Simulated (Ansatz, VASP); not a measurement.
**One calculation of PbS, two programs**

INCAR

```
SYSTEM = PbS
PREC = Accurate ; ENCUT = 520
EDIFF = 1E-7 ; ISMEAR = -1
SIGMA = 0.05 ; LREAL = .False.
LASPH = .True. ; NELM = 80
ALGO = Normal ; ISIF = 2
LWAVE = .False. ; LCHARG = .False.
GGA = PS ; NBANDS = 17
```

The input KPOINTS:

```
Automatic mesh
0
Gamma
  8 8 7
  0 0 0
```

Contents of POSCAR:

```
PbS
1.0
    4.1699082012      0.0000000000      0.0000000000
   -2.0849541005      3.6112464337      0.0000000000
    0.0000000000      0.0000000000      3.8624636467
Pb S
1 1
Direct
    0.0000000000      0.0000000000      0.0000000000
    0.6666666667      0.3333333333      0.5000000000
```

File input.yaml:

```yaml
crystal:
  lattice:
    - [4.1699082012, 0.0, 0.0]
    - [-2.0849541005, 3.6112464337, 0.0]
    - [0.0, 0.0, 3.8624636467]
  atoms:
    - { symbol: Pb, position: [0.0, 0.0, 0.0] }
    - { symbol: S, position: [0.6666666667, 0.3333333333, 0.5] }
kpoints:
  mp_grid: { grid: [8, 8, 7] }
scf:
  occupations: { method: fermi_dirac, width: 0.05 }
hamiltonian:
  xc: pbesol
  pseudopotentials: { kind: all_electron, lapw: { basis_error: 0.001 } }
output:
  forces: true
  stress: true
  eigenvalues: true
```

Change from the starting cell: volume scaled by 1.06.

Alike in both runs: task single point; functional PBEsol; k mesh 8 × 8 × 7; occupations fermi-dirac, width 0.05 eV; no spin polarisation.

```csv
,VASP,Ansatz
version,VASP 6.6.1,Ansatz 0.2.0
potentials or method,"VASP PAW PBE potentials, release 64 (Pb_d, S)","all-electron LAPW, scalar-relativistic"
plane-wave cutoff (eV),520,see its input
```

```tsv
	VASP	Ansatz	Ansatz less VASP
gap on the k mesh at the Fermi level (eV)	0.35	0.34	-0.003
least direct gap on the mesh (eV)	1.56	1.56	-0.004
pressure (GPa)	-5.1	-5.0	+0.05
largest component of the traceless stress (GPa)	0.85	0.85	-0.005
```

Ansatz ran all-electron here, so the differences hold the error of VASP's frozen core and of both bases.

Caveats: spin-orbit coupling is left out, which as a rule narrows the gap of such compounds by several tenths of an eV; an odd mesh through Γ misses points on the zone boundary, where band edges often lie; the PAW data sets were made with another functional, which shifts forces and pressure a little (VASP).
